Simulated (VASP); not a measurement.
Write the native input for VASP 6.6.1 that does the following.

| Property | Result |
| --- | --- |
| Task | single point |
| Functional | HSE06 |
| Potentials or basis | VASP PAW PBE potentials, release 64 (W_sv, Si) |
| Cutoff | 350 eV |
| k mesh | 2 × 2 × 2 |
| Occupations | gaussian, width 0.03 eV |
| Spin | collinear spin, zero start |
| Starting moments | [0.0, 0.0, 0.0, 0.0, 0.0, 0.0, 0.0, 0.0, 0.0, 0.0, 0.0, 0.0, 0.0, 0.0, 0.0, 0.0, 0.0, 0.0, 0.0, 0.0, 0.0, 0.0, 0.0, 0.0] μB |
| Fixed moment | 0 μB |
| Dq | 0 |
| Grid for exact exchange (PRECFOCK) | Fast |
| Screening parameter | 0.2 1/A |
| Further INCAR settings | LREAL = Auto; ALGO = Damped; EDIFF = 0.0001; NBANDS = 75; ISYM = -1 |

The system is Si23W (a cell with a defect).

```
W Si
1.0
     0.00000    8.15550    8.15550
     5.43700    0.00000    5.43700
     5.43700    5.43700    0.00000
W Si
1 23
Direct
  0.99482 0.00075 0.00161
  0.99913 0.99782 0.50205
  0.99856 0.50157 0.99831
  0.99813 0.50129 0.50256
  0.33403 0.00184 0.99905
  0.33821 0.99885 0.49539
  0.33760 0.49804 0.99679
  0.33197 0.50119 0.49954
  0.66916 0.99833 0.99625
  0.66477 0.99929 0.50485
  0.66344 0.50737 0.99821
  0.66624 0.50038 0.49871
  0.08566 0.12511 0.12540
  0.08896 0.12411 0.61776
  0.08834 0.61657 0.12537
  0.08276 0.62487 0.62534
  0.42033 0.12382 0.12123
  0.41520 0.12693 0.62574
  0.41402 0.62882 0.12530
  0.41679 0.62497 0.62278
  0.73842 0.13338 0.13079
  0.75051 0.12634 0.62304
  0.74994 0.62495 0.12480
  0.74873 0.62517 0.62423
```

These files were run (other wordings do the same):

POSCAR

```
Si23W                                   
1.0
    0.0000000000      8.1555000000      8.1555000000
    5.4370000000      0.0000000000      5.4370000000
    5.4370000000      5.4370000000      0.0000000000
  W               Si            
     1    23
Direct
     0.9948174162062781    0.0007493755180553    0.0016071778648563
     0.9991296078088486    0.9978205752653285    0.5020510261892118
     0.9985592343050458    0.5015678871703616    0.9983110785974573
     0.9981337572704694    0.5012896499868432    0.5025573813308984
     0.3340272782565064    0.0018410954895630    0.9990538603654371
     0.3382059486409186    0.9988503729631398    0.4953947190361815
     0.3376015367942089    0.4980406016992482    0.9967877269312259
     0.3319692704957028    0.5011870612403608    0.4995366633567961
     0.6691610332752440    0.9983276627241744    0.9962484446453295
     0.6647721994984527    0.9992916638954570    0.5048480478266456
     0.6634437951010573    0.5073696799541446    0.9982115634269417
     0.6662380847459690    0.5003778308752120    0.4987118852468063
     0.0856645285215685    0.1251057265302743    0.1254017607729103
     0.0889569121038224    0.1241061131869970    0.6177605755166350
     0.0883359385722695    0.6165700669255112    0.1253694564725786
     0.0827559626433121    0.6248723454945482    0.6253405527690986
     0.4203340292534485    0.1238201106165673    0.1212304935033938
     0.4151989684168425    0.1269280976356660    0.6257410347666642
     0.4140160300572604    0.6288160491685303    0.1252967371685129
     0.4167870664990793    0.6249711867008259    0.6227806552297797
     0.7384246778406827    0.1333809749550203    0.1307873795698679
     0.7505110466688478    0.1263388360472167    0.6230418505286336
     0.7499430953174062    0.6249495820935863    0.1248023356022280
     0.7487265817067588    0.6251664538633807    0.6242285932819177
```

INCAR.step1

```
PREC = Accurate ; ENCUT = 350
EDIFF = 1E-5 ; ISMEAR = 0
SIGMA = 0.03 ; LREAL = Auto
LASPH = True ; NELM = 70
ALGO = Normal ; ISIF = 2
LWAVE = True ; ISPIN = 2
MAGMOM = 0 0 0 0 0 0 0 0 0 0 0 0 0 0 0 0 0 0 0 0 0 0 0 0 ; LORBIT = 11
NUPDOWN = 0 ; LMAXMIX = 4
NBANDS = 75 ; ISYM = -1
TIME = 0.4 ; NKRED = 2
GGA = PE
```

INCAR.step2

```
PREC = Accurate ; ENCUT = 350
EDIFF = 1E-4 ; ISMEAR = 0
SIGMA = 0.03 ; LREAL = Auto
LASPH = True ; NELM = 70
ALGO = Damped ; ISIF = 2
LWAVE = False ; LCHARG = False
ISPIN = 2 ; MAGMOM = 0 0 0 0 0 0 0 0 0 0 0 0 0 0 0 0 0 0 0 0 0 0 0 0
LORBIT = 11 ; NUPDOWN = 0
LMAXMIX = 4 ; GGA = PE
LHFCALC = True ; HFSCREEN = 0.2
PRECFOCK = Fast ; NBANDS = 75
ISYM = -1 ; TIME = 0.4
NKRED = 2 ; ISTART = 1
```

KPOINTS

```
Automatic mesh
0
Gamma
  2 2 2
```

Potentials or basis: VASP PAW PBE potentials, release 64 (W_sv, Si).

Launch:

```sh
$ cat potpaw_PBE.64/W_sv/POTCAR potpaw_PBE.64/Si/POTCAR > POTCAR
$ cp INCAR.step1 INCAR
$ mpirun -np 1 vasp_std > vasp.out
$ cp INCAR.step2 INCAR
$ mpirun -np 1 vasp_std > vasp.out
```

It gave:

```json
{
 "Pressure": "0.4 GPa",
 "Largest force": "0.199 eV/Å",
 "Net moment": "0.00 μB per cell",
 "Valence electrons inside the program's atomic spheres": "W 12.09; Si 1.72, 1.71, 1.73, 1.75, 1.77"
}
```

Caveat: the k mesh is coarse (spacing up to 0.50 Å⁻¹), so the values aren't converged, least of all with exact exchange; the PAW data sets were made with another functional, which shifts forces and pressure a little; the total moment is fixed, so each spin has its own Fermi level.

It took 59 min on 1 thread of AMD EPYC 7R13 Processor (Zen 3), on a shared host, peak memory 1 GiB.
